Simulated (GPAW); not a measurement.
# TePt (P6_3/mmc) in GPAW: reference runs

Reference runs on TePt: the cell as given and a disturbed copy.

Program: GPAW 26.7.0. These are calculated values, not measurements. Logs are shortened: lines on timing, memory, paths and dates and some standing lists are left out, and cuts for length are marked. The log counts tension as positive stress, the text compression.

### 1 Starting point

Symmetry: P6_3/mmc, No. 194, hexagonal system. The conventional cell has a = 4.263 Å, b = 4.263 Å, c = 5.662 Å, α = 90.00°, β = 90.00°, γ = 120.00°. Pt (site symmetry -3m) has 2 Pt at 2.83 Å and 6 Te at 2.84 Å as nearest neighbours. Te (site symmetry -6m2) is surrounded by 6 Pt at 2.84 Å.

Measurements of this composition are mostly on another form, of space group No. 166.

### 2 Single point, PBEsol

The input, run.py:

```python
from ase import Atoms
from ase.dft.bandgap import bandgap
from ase.io import write
from ase.units import GPa
from gpaw import GPAW, PW, setup_paths

setup_paths.insert(0, '.')

atoms = Atoms(['Pt', 'Pt', 'Te', 'Te'],
              cell=[[4.2628798384, 0.0, 0.0],
                    [-2.1314399192, 3.6917622333, 0.0],
                    [0.0, 0.0, 5.661771]],
              scaled_positions=[[0.0, 0.0, 0.0],
                                [0.0, 0.0, 0.5],
                                [0.3333333333, 0.6666666667, 0.25],
                                [0.6666666667, 0.3333333333, 0.75]],
              pbc=True)

calc = GPAW(mode=PW(600),
            xc='PBEsol',
            kpts={'size': (7, 7, 5), 'gamma': True},
            occupations={'name': 'fermi-dirac', 'width': 0.05},
            nbands=39,
            convergence={'density': 1e-05, 'energy': 1e-05},
            maxiter=150,
            txt='gpaw.txt')
atoms.calc = calc
energy = atoms.get_potential_energy()
forces = atoms.get_forces()
stress = atoms.get_stress()
calc.write('gs.gpw')
write('result.traj', atoms)
print(f'Energy: {energy:.6f} eV')
print('Forces (eV/A):')
print(forces.round(4))
print('Stress (GPa):', (stress / GPa).round(3))
print('Fermi level:', round(calc.get_fermi_level(), 4), 'eV')
print(f'Gap: {bandgap(calc)[0]:.4f} eV, direct: {bandgap(calc, direct=True)[0]:.4f} eV')
```

Potentials or basis: PAW data sets generated in the run's folder for this functional, pw.

Run with:

```sh
> gpaw-setup -f PBEsol Pt Te
> OMP_NUM_THREADS=1 python run.py
```

gpaw.txt:

```text
__  _  _
 | _ |_)|_||  |
 |__||  | ||/\| - 26.7.0

Input parameters:
  mode=PW(ecut=600.0),
  convergence={'density': 1e-05, 'energy': 1e-05},
  kpts=MonkhorstPack(size=(7, 7, 5), gamma=True),
  maxiter=150,
  nbands=39,
  occupations=Occupations(name='fermi-dirac', width=0.05),
  xc=XC(name='PBEsol')

Diagonalizing LCAO Hamiltonian
Converting LCAO to pw mode

             Te

       PtTe

       Pt

Atoms  # Å, Bohr magnetons
|   | symbol |         x |        y |        z |    initial magnetic moments |
|---|--------|-----------|----------|----------|-----------------------------|
| 0 |     Pt |  0.000000 | 0.000000 | 0.000000 | ( 0.0000,  0.0000,  0.0000) |
| 1 |     Pt |  0.000000 | 0.000000 | 2.830885 | ( 0.0000,  0.0000,  0.0000) |
| 2 |     Te | -0.000000 | 2.461175 | 1.415443 | ( 0.0000,  0.0000,  0.0000) |
| 3 |     Te |  2.131440 | 1.230587 | 4.246328 | ( 0.0000,  0.0000,  0.0000) |

Unit cell  # Å
| periodic |         x |        y |        z |  lengths |     angles |
|----------|-----------|----------|----------|----------|------------|
|      yes |  4.262880 | 0.000000 | 0.000000 | 4.262880 |  90.000000 |
|      yes | -2.131440 | 3.691762 | 0.000000 | 4.262880 |  90.000000 |
|      yes |  0.000000 | 0.000000 | 5.661771 | 5.661771 | 120.000000 |

Number of symmetries: 12
Symmetry operations  # r_c * U_cc + t_c -> r_c
|    | kind |            matrix            |
|----|------|------------------------------|
|  0 |  σ   |  1, 1, 0,  0,-1, 0,  0, 0, 1 |
|  1 |  S6  |  1, 1, 0, -1, 0, 0,  0, 0,-1 |
|  2 |  E   |  1, 0, 0,  0, 1, 0,  0, 0, 1 |
|  3 |  C2  |  1, 0, 0, -1,-1, 0,  0, 0,-1 |
|  4 |  C2  |  0, 1, 0,  1, 0, 0,  0, 0,-1 |
|  5 |  C3  |  0, 1, 0, -1,-1, 0,  0, 0, 1 |
|  6 |  S6  |  0,-1, 0,  1, 1, 0,  0, 0,-1 |
|  7 |  σ   |  0,-1, 0, -1, 0, 0,  0, 0, 1 |
|  8 |  σ   | -1, 0, 0,  1, 1, 0,  0, 0, 1 |
|  9 |  i   | -1, 0, 0,  0,-1, 0,  0, 0,-1 |
| 10 |  C3  | -1,-1, 0,  1, 0, 0,  0, 0, 1 |
| 11 |  C2  | -1,-1, 0,  0, 1, 0,  0, 0,-1 |

BZ-sampling:
  Number of BZ points: 245
  Number of IBZ points: 32

  Monkhorst-Pack size: [7, 7, 5]
  Monkhorst-Pack shift: [0, 0, 0]

K-points  # in reciprocal-cell coordinates
|     |                                coordinates |     weight |
|-----|--------------------------------------------|------------|
|   0 | (  0.00000000,   0.00000000,   0.00000000) | 0.00408163 |
|   1 | (  0.00000000,   0.00000000,   0.20000000) | 0.00816327 |
|   2 | (  0.00000000,   0.00000000,   0.40000000) | 0.00816327 |
|   3 | (  0.14285714,   0.00000000,  -0.40000000) | 0.02448980 |
|   4 | (  0.14285714,   0.00000000,  -0.20000000) | 0.02448980 |
|   5 | (  0.14285714,   0.00000000,   0.00000000) | 0.02448980 |
|   6 | (  0.14285714,   0.00000000,   0.20000000) | 0.02448980 |
|   7 | (  0.14285714,   0.00000000,   0.40000000) | 0.02448980 |
|   8 | (  0.28571429,  -0.14285714,   0.00000000) | 0.02448980 |
|   9 | (  0.28571429,  -0.14285714,   0.20000000) | 0.04897959 |
| ... |                                            |            |
|  31 | (  0.42857143,   0.42857143,   0.40000000) | 0.04897959 |

Plane wave coefficients: 3011
Cutoff: 600.0 eV

Spin-components: 1 (collinear spins)
Bands:           39
Projectors:      22
Spin-degeneracy: 2
Datatype:        complex128

Parallelization:
  kpt:    1
  domain: 1
  band:   1

Density:
  Valence electrons: 44.0
  Components: 1
  Grid points: [25 25 32]
  Charge: 0.0  # |e|

Potential:
  Grid points: [25 25 32]

species:
  Pt:
    name:    Platinum
    Z:       78.0
    valence: 16
    core:    62
    charge:  0.0  # [|e|]
    compensation charges:
      type: gauss
      rc: 0.41  # [Å]
      lmax: 2
    cutoffs:
      filter: 2.26  # [Å]
      core: 2.26  # [Å]
    projectors
    | kind |    occ | energy [eV] | rcut [Å] |
    |------|--------|-------------|----------|
    |   6s |  1.000 |      -5.666 |    1.307 |
    |   5p |  6.000 |     -56.073 |    1.371 |
    |   6p |  0.000 |      -0.783 |    1.371 |
    |   5d |  9.000 |      -6.179 |    1.307 |
    |    s |        |      21.545 |    1.307 |
    |    d |        |      21.032 |    1.307 |

    Using partial waves for Pt as LCAO basis

  Te:
    name:    Tellurium
    Z:       52.0
    valence: 6
    core:    46
    charge:  0.0  # [|e|]
    compensation charges:
      type: gauss
      rc: 0.36  # [Å]
      lmax: 2
    cutoffs:
      filter: 2.09  # [Å]
      core: 3.17  # [Å]
    projectors
    | kind |    occ | energy [eV] | rcut [Å] |
    |------|--------|-------------|----------|
    |   5s |  2.000 |     -15.132 |    1.180 |
    |   5p |  4.000 |      -5.970 |    1.196 |
    |    s |        |      12.080 |    1.180 |
    |    p |        |      21.241 |    1.196 |
    |    d |        |       0.000 |    1.238 |

    Using partial waves for Te as LCAO basis

Reference energy: -1369894.999159  # eV

eigensolver:
  PPCG
  Converge bands: occupied
  niter=2

density mixing:
  MSR1-Mixer
  Pratt-step length: 0.05
  Maximum mixing coefficient: 0.75
  Old densities: 10
  SVD Regularization: 0.005
  Good broyden scale: 1.0
  Trust region scale: 1.0
  Backstep threshold: 4.0
  History deletion threshold: 6.0
  Fourier metric: weight=20.0, sigma=0.015

occupation numbers:
  Fermi-Dirac:
    width: 0.0500  # eV

poisson solver:
  ecut: 4800.0  # eV

xc functional:
  name: PBEsol with 2 nearest neighbor stencil

convergence criteria:
- Maximum integral of absolute [dens]ity change: 1e-05 electrons / valence electron
- Maximum [total energy] change in last 3 cyles: 1e-05 eV / valence electron
- Maximum integral of absolute [eigenst]ate change: 4e-08 eV^2 / valence electron
maximum number of iterations: 150

SCF iterations
|iter     | |      energy | eigst |  dens |
|---------|-|-------------|-------|-------|
|iter:   1| |  -22.824624 | +0.52 |       |
|iter:   2| |  -23.002856 | -1.39 | -1.29 |
|iter:   3| |-278341.455908 | +5.21 | -1.29 |
|iter:   4| |    4.695214 | +2.73 | +1.32 |
|iter:   5| |  -21.489951 | +0.73 | -0.79 |
|iter:   6| |  -22.627196 | -0.85 | -1.86 |
|iter:   7| |  -22.614319 | -2.52 | -1.97 |
|iter:   8| |  -22.609184 | -3.63 | -2.25 |
|iter:   9| |  -22.610765 | -4.20 | -2.59 |
|iter:  10| |  -22.608726 | -4.27 | -2.54 |
|iter:  11| |  -22.608736 | -5.56 | -3.37 |
|iter:  12| |  -22.608749c| -5.96 | -3.61 |
|iter:  13| |  -22.608748c| -7.87c| -4.02 |
|iter:  14| |  -22.608746c| -7.50c| -4.22 |
|iter:  15| |  -22.608746c| -8.06c| -4.85 |
|iter:  16| |  -22.608746c| -8.56c| -5.19c|

Converged in 16 steps
Energy contributions relative to reference atoms: (reference = -1369894.999159)

Energy contributions:
  Kinetic:         -17.395137
  Coulomb:          14.003880
  Zero:             -1.110144
  External:          0.000000
  Xc:              -18.096363
  Entropy:          -0.021964
  Spinorbit:         0.000000
  ----------------------------
  Free energy:     -22.619728
  Extrapolated:    -22.608746

dipole moment: (-14.478229, -25.077029, -19.229433)  # |e|*Ang

Fermi level: 8.977
Eigenvalues  # (at kpt = [0.000, 0.000, 0.000])
| band index |      eig [eV] | occ [0-2] |
|------------|---------------|-----------|
|          0 |       -43.812 |     2.000 |
|        ... |               |           |
|         12 |         5.083 |     2.000 |
|         13 |         5.083 |     2.000 |
|         14 |         5.778 |     2.000 |
|         15 |         5.778 |     2.000 |
|         16 |         7.112 |     2.000 |
|         17 |         7.112 |     2.000 |
[... 8 lines left out ...]
|         26 |        13.634 |     0.000 |
|         27 |        13.634 |     0.000 |
|        ... |               |           |
|         38 |        21.022 |     0.000 |

No gap
No difference between direct/indirect transitions

Forces  # eV/Ang
|        x |        y |        z |
|----------|----------|----------|
|  0.00000 |  0.00000 |  0.00000 |  # Pt   0
|  0.00000 |  0.00000 |  0.00000 |  # Pt   1
| -0.00000 | -0.00000 |  0.00005 |  # Te   2
| -0.00000 |  0.00000 | -0.00005 |  # Te   3

Stress tensor  # eV/Ang^3
|        x |        y |        z |
|----------|----------|----------|
| 0.031780 | 0.000000 | 0.000000 |
| 0.000000 | 0.031780 | 0.000000 |
| 0.000000 | 0.000000 | 0.040609 |

# Writing to gs.gpw (mode='')
```

Run time: 86 s. Hardware: 1 thread of Arm Neoverse V2, shared host; peak memory 0.24 GiB.

What came out:

* Free energy: -22.6197 eV
* Pressure: -5.6 GPa
* Band gap on the k mesh: none (metal or under the smearing width)

Levels at points of the mesh, in eV from the Fermi level:
```csv
k point,band 19,band 20,band 21,band 22,band 23,band 24,band 25,band 26
"(0.00, 0.00, 0.00)",-1.56,-1.56,0.17,0.44,1.41,1.80,2.08,2.08
```

### 3 Single point, PBEsol (atoms moved at random, drawn with an rms of 0.05 Å)

run.py, as its differences from that of step 2:

```diff
@@ -12,6 +12,6 @@
                     [0.0, 0.0, 5.661771]],
-              scaled_positions=[[0.0, 0.0, 0.0],
-                                [0.0, 0.0, 0.5],
-                                [0.3333333333, 0.6666666667, 0.25],
-                                [0.6666666667, 0.3333333333, 0.75]],
+              scaled_positions=[[-0.00504, -0.011688, 0.006159],
+                                [-0.003873, 0.001479, 0.49847],
+                                [0.33465, 0.666737, 0.24536],
+                                [0.664614, 0.336985, 0.756495]],
               pbc=True)
```

Potentials or basis: PAW data sets generated in the run's folder for this functional, pw.

Run with:

```sh
> gpaw-setup -f PBEsol Pt Te
> OMP_NUM_THREADS=1 python run.py
```

Wall time 5.1 min (1 thread of Arm Neoverse V2, shared host); peak memory 0.47 GiB.

Results (log left out):

```
Free energy            : -22.6042 eV
Pressure               : -5.4 GPa
Largest force          : 0.330 eV/Å
Band gap on the k mesh : none (metal or under the smearing width)
```

Forces on the atoms (eV/Å):
```
Pt   0.001  0.113 -0.310
Pt   0.012  0.045  0.286
Te  -0.049 -0.057  0.193
Te   0.037 -0.101 -0.169
```

Stress tensor (GPa, compression positive):
```
-4.88 -0.05 -0.02
-0.05 -5.02  0.05
-0.02  0.05 -6.32
```

Levels at points of the mesh, in eV from the Fermi level:
| k point | band 19 | band 20 | band 21 | band 22 | band 23 | band 24 | band 25 | band 26 |
| --- | --- | --- | --- | --- | --- | --- | --- | --- |
| (0.00, 0.00, 0.00) | -1.57 | -1.49 | 0.14 | 0.45 | 1.40 | 1.79 | 2.04 | 2.12 |
